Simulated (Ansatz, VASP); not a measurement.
This is a calculation of TiAl for Ansatz 0.2.0.

File input.yaml:

```yaml
crystal:
  lattice:
    - [3.2001180175, 0.0, 0.0]
    - [0.0, 3.2001180175, 0.0]
    - [0.0, 0.0, 3.2001180175]
  atoms:
    - { symbol: Ti, position: [0.0, 0.0, 0.0] }
    - { symbol: Al, position: [0.5, 0.5, 0.5] }
kpoints:
  mp_grid: { grid: [8, 8, 8] }
scf:
  occupations: { method: fermi_dirac, width: 0.05 }
hamiltonian:
  xc: lda
  pseudopotentials: { kind: all_electron, lapw: { basis_error: 0.001 } }
output:
  forces: true
  stress: true
  eigenvalues: true
```

Potentials or basis: all-electron LAPW, scalar-relativistic.

The run is started by

```console
$ ansatz run input.yaml --threads 1 --pin off --max-ram 3072MiB --backend cpu --events-out ev --progress --plain --runs-dir out
```

Task: Set up the same calculation for VASP 6.6.1. Potentials there: VASP PAW LDA potentials, release 64 (Ti_sv, Al).

Result: As run (the cutoff follows the program's own potentials):

INCAR

```
  ALGO = Normal
  EDIFF = 1E-6
  ENCUT = 520
  ISIF = 2
  ISMEAR = -1
  LASPH = T
  LCHARG = T
  LELF = T
  LREAL = F
  LVHAR = T
  LWAVE = F
  NBANDS = 14
  NELM = 60
  PREC = Accurate
  SIGMA = 0.05
```

KPOINTS

```
k-points
0
Gamma
  8 8 8
```

POSCAR

```
TiAl
1.0
    3.2001180175      0.0000000000      0.0000000000
    0.0000000000      3.2001180175      0.0000000000
    0.0000000000      0.0000000000      3.2001180175
Ti Al
1 1
Direct
    0.0000000000      0.0000000000      0.0000000000
    0.5000000000      0.5000000000      0.5000000000
```

Potentials or basis: VASP PAW LDA potentials, release 64 (Ti_sv, Al).

The run is started by

```bash
$ cat potpaw_LDA.64/Ti_sv/POTCAR potpaw_LDA.64/Al/POTCAR > POTCAR
$ mpirun -np 1 vasp_std > vasp.out
```

Both were run:

|  | VASP | Ansatz | Ansatz less VASP |
| --- | --- | --- | --- |
| gap on the k mesh at the Fermi level (eV) | none | none | - |
| pressure (GPa) | -7.6 | -7.8 | -0.11 |

A gap of «none» marks a metal or a gap that the smearing closes. Ansatz ran all-electron here, so the differences hold the error of VASP's frozen core and of both bases.
